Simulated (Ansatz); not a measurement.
# Te2Mo (P6_3/mmc) in Ansatz: a series of runs

Aim: see how the results for Te2Mo move with the level of theory and the settings. Levels: BLYP, r2SCAN. Tasks: band structure.

All numbers are computed with Ansatz 0.2.0; they aren't measurements. Logs are shortened: lines on timing, memory, paths and dates and some standing lists are left out, and cuts for length are marked.

**What was measured.**

“Broadband infrared study of pressure-tunable Fano resonance and metallization transition in 2H-MoTe2”, 2022, pmc:9569381 quotes, for a bulk crystal of Te2Mo at 300 K: band gap 0.88 ± 0.05 eV (indirect).

How close the calculation comes is told below.

**1. The structure**

Symmetry: P6_3/mmc, No. 194, hexagonal system. The conventional cell has a = 3.518 Å, b = 3.518 Å, c = 13.974 Å, α = 90.00°, β = 90.00°, γ = 120.00°. Te (site symmetry 3m) has 3 Mo at 2.72 Å as nearest neighbours. Mo (site symmetry -6m2) is surrounded by 6 Te at 2.72 Å.

**2. Band structure, BLYP**

File input.yaml:

```yaml
crystal:
  lattice:
    - [3.5182, 0.0, 0.0]
    - [-1.7591, 3.0468505756, 0.0]
    - [0.0, 0.0, 13.9736]
  atoms:
    - { symbol: Te, position: [0.6666666667, 0.3333333333, 0.379] }
    - { symbol: Te, position: [0.3333333333, 0.6666666667, 0.879] }
    - { symbol: Te, position: [0.6666666667, 0.3333333333, 0.121] }
    - { symbol: Te, position: [0.3333333333, 0.6666666667, 0.621] }
    - { symbol: Mo, position: [0.6666666667, 0.3333333333, 0.75] }
    - { symbol: Mo, position: [0.3333333333, 0.6666666667, 0.25] }
hamiltonian:
  xc: blyp
  pseudopotentials: { kind: paw }
kpoints:
  mp_grid: { grid: [9, 9, 2] }
  band_path:
    path:
      - [[0.0, 0.0, 0.0], [0.5, 0.0, 0.0], [0.3333333333, 0.3333333333, 0.0], [0.0, 0.0, 0.0], [0.0, 0.0, 0.5], [0.5, 0.0, 0.5], [0.3333333333, 0.3333333333, 0.5], [0.0, 0.0, 0.5]]
      - [[0.5, 0.0, 0.5], [0.5, 0.0, 0.0]]
      - [[0.3333333333, 0.3333333333, 0.0], [0.3333333333, 0.3333333333, 0.5]]
    npoints: 14
scf:
  occupations: { method: fermi_dirac, width: 0.05 }
  n_extra_bands: 15
output:
  forces: true
  stress: true
  eigenvalues: true
  fatbands: false
  write_density: true
  write_potential: true
  elf: true
  volumetric_format: npy
```

Potentials or basis: Ansatz PAW.

Run with:

```console
$ ansatz run input.yaml --threads 2 --pin off --max-ram 5632MiB --backend cpu --events-out ev --progress --plain --runs-dir out
```

The program printed:

```text
Warning: RAYON_NUM_THREADS=2 ignored (pool sized by the plan → 2); use --threads N
scf.n_extra_bands = 15 over 46 filled bands (N_el = 92.0): the run solves 61 bands
Engine: ansatz 0.2.0, aarch64-unknown-linux-gnu
Pseudopotentials: kind: paw
Pseudopotential: Te, paw, valence charge 16, recommended cutoff 420 eV (normal), Te.paw.azcp
Pseudopotential: Mo, paw, valence charge 14, recommended cutoff 420 eV (normal), Mo.paw.azcp
Functional definition: BLYP
  parameter beta = 0.0042
  parameter a = 0.04918
  parameter b = 0.132
  parameter c = 0.2533
  parameter d = 0.349
  exchange = b88_x(beta = beta)
  correlation = lyp_c(a = a, b = b, c = c, d = d)
Crystal: 6 atoms, lattice volume = 149.789 Å³
Basis set: ecut = 420 eV, 2909 PW (Γ), exchange–correlation on 48×48×192 points (8 copies of the dense FFT grid, shifted against one another)
Bands: 61, of which v1, the nominal top of the filled ones, is band 46 counted from 1 (45 counted from 0)
Symmetry: 24 space group operations
Space group: P63/mmc (ITA 194), of the structure as read, at distance tolerance 5.3e-5 Å
k-points: 24 of 162
Non-local potential: Te, projectors of the file, l = 0: 2, l = 1: 2, l = 2: 2, l = 3: 2
Non-local potential: Mo, projectors of the file, l = 0: 3, l = 1: 2, l = 2: 2, l = 3: 1
PAW form: soft (Blöchl's): semilocal exchange-correlation on the pseudo side does not see the compensation charge
PAW frozen core: Te, regenerated for the run's functional, and the local potential with it (the file was generated under x = pbe(κ = 0.804, μ = 0.2195149727645171), c = pbe(β = 0.06672455060314922))
PAW frozen core: Mo, regenerated for the run's functional, and the local potential with it (the file was generated under x = pbe(κ = 0.804, μ = 0.2195149727645171), c = pbe(β = 0.06672455060314922))
PAW one-centre angular grid: Te, 590 points (default); XC on 64 Gauss nodes
PAW one-centre angular grid: Mo, 590 points (default); XC on 64 Gauss nodes
Initial density: superposition of atomic densities (neutral atoms: chi_scale 0, normalization atom), corrected by the library's trained network
Initial wavefunctions: pseudopotential atomic-orbital guess
Functional: x = b88, c = lyp
SCF iter   1: F=—  HF=-37927.679230 eV  |F-HF|=—  |Δ(HF+E_count)|=         —  Δρ=8.22e-3  dr2=1.01e-1  ethr=1.77e-3  ⟨swp⟩=6.8  Hψ=5999  notcnv=0  defer=30
preconditioner: auto → Resta (q_TF=auto, 2.515 Å⁻¹)  ε∞=5.1  [insulator: Δε(μ)=0.841 eV  Ē_g=9.029 eV  σ=0.050 eV  W_gap=1.00  n_scr=52 (ndim 8)  ℏωp=18.2 eV  f_vac=0.021  D(μ)=0.00/eV (n_scr^D=0)  ε∞_Penn≈5.1]
SCF iter   2: F=—  HF=-37927.667378 eV  |F-HF|=—  |Δ(HF+E_count)|=   1.19e-2  Δρ=4.63e-3  dr2=3.27e-2  ethr=1.10e-4  ⟨swp⟩=2.0  Hψ=2063  notcnv=0  defer=140
SCF iter   3: F=—  HF=-37927.664800 eV  |F-HF|=—  |Δ(HF+E_count)|=   2.58e-3  Δρ=1.48e-3  dr2=9.46e-3  ethr=3.56e-5  ⟨swp⟩=2.0  Hψ=1965  notcnv=0  defer=140
SCF iter   4: F=—  HF=-37927.663873 eV  |F-HF|=—  |Δ(HF+E_count)|=   9.27e-4  Δρ=6.02e-4  dr2=7.69e-4  ethr=1.03e-5  ⟨swp⟩=2.0  Hψ=1444  notcnv=0  defer=140
SCF iter   5: F=—  HF=-37927.663886 eV  |F-HF|=—  |Δ(HF+E_count)|=   1.23e-5  Δρ=1.45e-4  dr2=2.71e-5  ethr=8.36e-7  ⟨swp⟩=2.0  Hψ=1633  notcnv=0  defer=140
SCF iter   6: F=—  HF=-37927.663887 eV  |F-HF|=—  |Δ(HF+E_count)|=   9.41e-7  Δρ=3.59e-5  dr2=1.50e-6  ethr=2.94e-8  ⟨swp⟩=2.2  Hψ=1922  notcnv=0  defer=140
SCF iter   7: F=-37927.663889 eV  HF=-37927.663889 eV  |F-HF|=4.97e-8  |Δ(HF+E_count)|=   2.22e-6  Δρ=6.49e-6  dr2=5.48e-8  ethr=1.09e-10  ⟨swp⟩=15.0  Hψ=11230  notcnv=0
SCF 1 converged in 7 iterations: F = -37927.663889 eV  dr2 = 5.48e-8
NSCF: frozen V_eff on 129 k-points
SCF converged after 7 iterations
Free energy (F): -37927.663889 eV
Harris-Foulkes:  -37927.663889 eV  (|F-HF|=4.97e-8)
Internal energy: -37927.663869 eV  (E = F + TS)
E sigma→0 (E₀):  -37927.663879 eV
Entropy (-TS):   -0.000019 eV (-0.003 meV/atom)
Fermi energy:    13.293328 eV
--- Per-component energies (eV) ---
  E_band       = -1100.209163
  E_kinetic    = 1618.194549
  E_local      = -7407.011585  (includes V_loc(G=0)·N_el)
  E_nonlocal   = -959.477887
  E_hartree    = 4153.745166
  E_xc         = -853.554782
  E_vxc        = -859.652655  (∫ρ·V_xc dr)
  E_paw        = -25163.003538  (= ΣΔE_a)
  E_vpaw       = -1799.748194  (= ΣTr[D̂ρ^β])
  E_aug_tail   = -0.000690  (compensation charges beyond the density's cutoff)
  E_ewald      = -9316.621616
  E_core_change = 0.066513  (= ΣΔE_core)
  E_smearing   = -0.000019  (= −TS)
  E_closure    = -0.000000  (closes the sum)
  Σ components = -37927.663889   (vs F -37927.663889, Δ=0.00e0)
--- Forces (eV/Å), atoms counted from 1 ---
  atom   1  Te    -0.00000000    -0.00000000     0.46029104
  atom   2  Te     0.00000000     0.00000000     0.46029104
  atom   3  Te    -0.00000000    -0.00000000    -0.46029104
  atom   4  Te     0.00000000     0.00000000    -0.46029104
  atom   5  Mo     0.00000000    -0.00000000     0.00000000
  atom   6  Mo     0.00000000     0.00000000     0.00000000
  max |Σ_I F_I| component: 2.31e-18 eV/Å
--- Stress (GPa, compression-positive) ---
        9.332059       0.000000       0.000000
        0.000000       9.332059       0.000000
        0.000000       0.000000       8.547569
  P = ⅓ Tr σ = 9.0706 GPa (90.706 kbar)
--- Band table (eV; the first three rows and the last of 24) ---
  k-point 0: bands = ["-47.9194", "-47.9194", "-23.7173", "-23.7173", "-23.7170", "-23.7170", "-23.7047", "-23.7047", "-23.7045", "-23.7045", "-23.6518", "-23.6518", "-23.6503", "-23.6503", "-23.6406", "-23.6406", "-23.6392", "-23.6392", "-23.6304", "-23.6289", "-23.6214", "-23.6199", "-22.0781", "-22.0781", "-21.9324", "-21.9324", "-21.9324", "-21.9324", "-0.1309", "0.1891", "0.6953", "1.1866", "7.1412", "8.4255", "9.8685", "11.0887", "11.0887", "11.1051", "11.1051", "11.8544", "11.8544", "11.8904", "11.8904", "11.9176", "12.5795", "12.9128", "15.7515", "15.7515", "15.8850", "15.8850", "15.9577", "15.9577", "16.2042", "16.2042", "18.7686", "19.3252", "20.3422", "20.7957", "21.4636", "21.9770", "21.9770"]
  k-point 1: bands = ["-47.9193", "-47.9193", "-23.7171", "-23.7171", "-23.7171", "-23.7171", "-23.7046", "-23.7046", "-23.7046", "-23.7046", "-23.6511", "-23.6511", "-23.6511", "-23.6511", "-23.6399", "-23.6399", "-23.6399", "-23.6399", "-23.6297", "-23.6297", "-23.6206", "-23.6206", "-22.0781", "-22.0781", "-21.9324", "-21.9324", "-21.9324", "-21.9324", "-0.0090", "-0.0090", "0.9761", "0.9761", "7.6322", "7.6322", "10.9412", "10.9412", "11.0967", "11.0967", "11.0967", "11.0967", "11.8725", "11.8725", "11.8725", "11.8725", "12.8306", "12.8306", "15.7885", "15.7885", "15.7885", "15.7885", "16.1103", "16.1103", "16.1103", "16.1103", "19.1441", "19.1441", "20.9951", "20.9951", "21.0856", "21.0856", "22.1859"]
  k-point 2: bands = ["-47.9183", "-47.9183", "-23.7160", "-23.7156", "-23.7145", "-23.7142", "-23.7069", "-23.7066", "-23.7022", "-23.7020", "-23.6529", "-23.6523", "-23.6513", "-23.6510", "-23.6441", "-23.6427", "-23.6409", "-23.6394", "-23.6291", "-23.6279", "-23.6200", "-23.6186", "-22.0695", "-22.0695", "-21.9489", "-21.9489", "-21.9354", "-21.9354", "0.0398", "0.3567", "0.8207", "1.2956", "7.3317", "8.6050", "9.7684", "10.7190", "10.7571", "11.2228", "11.2504", "11.2897", "11.6287", "11.6770", "11.8473", "11.9567", "12.7290", "12.7863", "15.2849", "15.2899", "15.3218", "15.3979", "15.5880", "15.8349", "15.8928", "16.0713", "19.3419", "19.9785", "20.3982", "21.2646", "21.6047", "21.7500", "21.8026"]
  k-point 23: bands = ["-47.9091", "-47.9091", "-23.7231", "-23.7231", "-23.6995", "-23.6995", "-23.6926", "-23.6926", "-23.6921", "-23.6921", "-23.6712", "-23.6712", "-23.6586", "-23.6586", "-23.6457", "-23.6457", "-23.6456", "-23.6456", "-23.6228", "-23.6228", "-23.6080", "-23.6080", "-22.0475", "-22.0475", "-22.0030", "-22.0030", "-21.9975", "-21.9975", "2.3081", "2.3081", "2.4878", "2.4878", "8.2108", "8.2108", "8.3599", "8.3599", "9.0193", "9.0193", "9.3659", "9.3659", "10.2313", "10.2313", "10.9003", "10.9003", "12.7096", "12.7096", "13.8799", "13.8799", "14.5833", "14.5833", "15.2555", "15.2555", "16.5396", "16.5396", "18.0850", "18.0850", "18.7837", "18.7837", "20.4143", "20.4143", "21.9843"]
```

Wall time 21 s (2 threads of Arm Neoverse V1, shared host); peak memory 0.84 GiB.

Results:

| Item | Value |
| --- | --- |
| Free energy | -37927.6639 eV |
| Pressure | 9.1 GPa |
| Largest force | 0.460 eV/Å |
| Band gap on the k mesh | 0.82 eV, indirect (least direct gap 1.04 eV) |
| Band gap along the path | 0.74 eV, indirect (least direct gap 1.04 eV) |

Forces on the atoms (eV/Å):
```
Te   0.000  0.000  0.460
Te   0.000  0.000  0.460
Te   0.000  0.000 -0.460
Te   0.000  0.000 -0.460
Mo   0.000  0.000  0.000
Mo   0.000  0.000  0.000
```

Levels at the corners of the path, in eV from the valence-band top:
```tsv
point	band 42	band 43	band 44	band 45	band 46	band 47	band 48	band 49	band 50	band 51
Γ	-1.02	-1.02	-1.00	-0.33	0.00	2.84	2.84	2.97	2.97	3.04
M	-1.81	-0.90	-0.88	-0.61	-0.33	1.23	1.29	1.45	1.76	2.64
K	-3.07	-1.85	-1.85	-0.29	-0.08	0.96	0.96	1.23	2.18	2.28
Γ	-1.02	-1.02	-1.00	-0.33	0.00	2.84	2.84	2.97	2.97	3.04
A	-1.04	-1.04	-1.04	-0.08	-0.08	2.88	2.88	2.88	2.88	3.20
L	-1.92	-0.88	-0.88	-0.47	-0.47	1.26	1.26	1.62	1.62	3.09
H	-2.68	-2.01	-2.01	-0.20	-0.20	0.97	0.97	1.67	1.67	2.34
A	-1.04	-1.04	-1.04	-0.08	-0.08	2.88	2.88	2.88	2.88	3.20
L	-1.92	-0.88	-0.88	-0.47	-0.47	1.26	1.26	1.62	1.62	3.09
M	-1.81	-0.90	-0.88	-0.61	-0.33	1.23	1.29	1.45	1.76	2.64
K	-3.07	-1.85	-1.85	-0.29	-0.08	0.96	0.96	1.23	2.18	2.28
H	-2.68	-2.01	-2.01	-0.20	-0.20	0.97	0.97	1.67	1.67	2.34
```

Caveat: the k mesh misses the band edges, so the gap on the mesh is wider than the one along the path; spin-orbit coupling is left out, which moves the levels of the heavy elements; this functional lacks dispersion, which binds the layers, so the pressure and a relaxed spacing across them are unreliable; the PAW data sets come from PBE, with cores solved anew for the run's functional, which leaves a small shift of forces and pressure.

**3. Band structure, r2SCAN**

Edit input.yaml of step 2 so:

```diff
@@ -13,3 +13,3 @@
 hamiltonian:
-  xc: blyp
+  xc: r2scan
   pseudopotentials: { kind: paw }
@@ -31,5 +31 @@
   fatbands: false
-  write_density: true
-  write_potential: true
-  elf: true
-  volumetric_format: npy
```

Potentials or basis: Ansatz PAW.

Run with:

```console
$ ansatz run input.yaml --threads 2 --pin off --max-ram 5632MiB --backend cpu --events-out ev --progress --plain --runs-dir out
```

The program printed:

```text
Warning: RAYON_NUM_THREADS=2 ignored (pool sized by the plan → 2); use --threads N
[... 78 lines left out ...]
  k-point 2: bands = ["-50.4084", "-50.4084", "-25.2372", "-25.2368", "-25.2360", "-25.2355", "-25.2240", "-25.2236", "-25.2181", "-25.2178", "-25.1668", "-25.1663", "-25.1650", "-25.1648", "-25.1565", "-25.1549", "-25.1524", "-25.1507", "-25.1377", "-25.1364", "-25.1273", "-25.1258", "-23.8264", "-23.8264", "-23.7016", "-23.7016", "-23.6864", "-23.6863", "-1.0337", "-0.7036", "-0.1606", "0.3503", "6.4205", "7.7606", "9.0448", "10.0457", "10.0840", "10.5816", "10.6109", "10.6411", "11.0059", "11.0568", "11.2212", "11.3572", "12.1898", "12.1927", "14.9294", "14.9445", "14.9735", "15.0614", "15.2395", "15.4914", "15.5646", "15.7408", "19.2980", "19.8093", "20.1016", "21.0647", "21.3710", "21.5650", "21.5759"]
  k-point 23: bands = ["-50.3979", "-50.3979", "-25.2521", "-25.2521", "-25.2207", "-25.2207", "-25.2074", "-25.2074", "-25.2066", "-25.2066", "-25.1882", "-25.1882", "-25.1718", "-25.1718", "-25.1577", "-25.1577", "-25.1576", "-25.1576", "-25.1321", "-25.1321", "-25.1138", "-25.1138", "-23.8141", "-23.8141", "-23.7577", "-23.7577", "-23.7366", "-23.7366", "1.4522", "1.4522", "1.6735", "1.6735", "7.3700", "7.3700", "7.4835", "7.4835", "8.1778", "8.1778", "8.5568", "8.5568", "9.4613", "9.4613", "10.2336", "10.2336", "12.1851", "12.1851", "13.4546", "13.4546", "14.1317", "14.1317", "14.9101", "14.9101", "16.2905", "16.2905", "17.6269", "17.6269", "18.5673", "18.5673", "20.2023", "20.2023", "21.7076"]
```

Run time: 33 s. Hardware: 2 threads of Arm Neoverse V1, shared host; peak memory 1.1 GiB.

Results:

- Free energy: -37916.2259 eV
- Pressure: 2.2 GPa
- Largest force: 0.078 eV/Å
- Band gap on the k mesh: 0.89 eV, indirect (least direct gap 1.13 eV)
- Band gap along the path: 0.82 eV, indirect (least direct gap 1.13 eV)

Forces in eV/Å, atoms in the order of the input:
```
Te   0.000  0.000 -0.078
Te   0.000  0.000 -0.078
Te   0.000  0.000  0.078
Te   0.000  0.000  0.078
Mo   0.000  0.000  0.000
Mo   0.000  0.000  0.000
```

Stress tensor (GPa, compression positive):
```
2.47 0.00 0.00
0.00 2.47 0.00
0.00 0.00 1.77
```

Levels at the corners of the path, in eV from the valence-band top:
| point | band 44 | band 45 | band 46 | band 47 | band 48 | band 49 |
| --- | --- | --- | --- | --- | --- | --- |
| Γ | -1.07 | -0.42 | 0.00 | 3.02 | 3.02 | 3.15 |
| M | -1.00 | -0.71 | -0.41 | 1.35 | 1.41 | 1.58 |
| K | -1.99 | -0.30 | -0.07 | 1.06 | 1.06 | 1.28 |
| Γ | -1.07 | -0.42 | 0.00 | 3.02 | 3.02 | 3.15 |
| A | -1.12 | -0.10 | -0.10 | 3.06 | 3.06 | 3.06 |
| L | -1.01 | -0.56 | -0.56 | 1.38 | 1.38 | 1.76 |
| H | -2.15 | -0.20 | -0.20 | 1.07 | 1.07 | 1.75 |
| A | -1.12 | -0.10 | -0.10 | 3.06 | 3.06 | 3.06 |
| L | -1.01 | -0.56 | -0.56 | 1.38 | 1.38 | 1.76 |
| M | -1.00 | -0.71 | -0.41 | 1.35 | 1.41 | 1.58 |
| K | -1.99 | -0.30 | -0.07 | 1.06 | 1.06 | 1.28 |
| H | -2.15 | -0.20 | -0.20 | 1.07 | 1.07 | 1.75 |

Caveat: the k mesh misses the band edges, so the gap on the mesh is wider than the one along the path; spin-orbit coupling is left out, which moves the levels of the heavy elements; the PAW data sets come from PBE, with cores solved anew for the run's functional, which leaves a small shift of forces and pressure.

**4. Comparison with measurements**

Step 2. A measured gap of Te2Mo is 0.88 eV (indirect; 300 K; quoted in “Broadband infrared study of pressure-tunable Fano resonance and metallization transition in 2H-MoTe2”, 2022, pmc:9569381); the calculated 0.74 eV misses it by -0.14 eV. Spin-orbit coupling on Mo, Te is left out. The value is that of BLYP, without temperature or zero-point motion. Semilocal functionals fall short of measured gaps as a rule.

Step 3. Against the measured gap of Te2Mo, 0.88 eV (indirect; 300 K; quoted in “Broadband infrared study of pressure-tunable Fano resonance and metallization transition in 2H-MoTe2”, 2022, pmc:9569381), the calculated 0.82 eV is off by -0.06 eV. Spin-orbit coupling on Mo, Te is left out. The value is that of r2SCAN, without temperature or zero-point motion.
